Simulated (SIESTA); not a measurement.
C:

```
CELL_PARAMETERS angstrom
0.00000 1.78337 1.78337
1.78337 0.00000 1.78337
1.78337 1.78337 0.00000
ATOMIC_POSITIONS crystal
C 0.75000 0.75000 0.75000
C 0.50000 0.50000 0.50000
```

This isn't the form of C at room conditions, which is graphite.

Base run:

* Program: SIESTA 5.4.2
* Functional: PBE
* Potentials or basis: PseudoDojo 0.4 standard (PBE files)
* Basis: DZP (energy shift 0.002 Ry)
* Grid cutoff: 500 Ry
* Energy shift: 0.002 Ry
* k mesh: 13 × 13 × 13
* Occupations: fermi-dirac, width 0.05 eV
* Spin: no spin polarisation

Its results: band gap on the k mesh 4.29 eV, indirect (least direct gap 5.69 eV); pressure 10.2 GPa.

The run is repeated on the same cell with these changes: potentials or basis from PseudoDojo 0.4 standard (PBE files) to Ansatz (PBE files). What comes out?

Band gap on the k mesh 4.24 eV, indirect (least direct gap 5.67 eV); pressure 10.4 GPa.

Caveats: the basis of atomic orbitals isn't converged, which shifts pressures, moduli and gaps; an odd mesh through Γ misses points on the zone boundary, where band edges often lie (some runs).
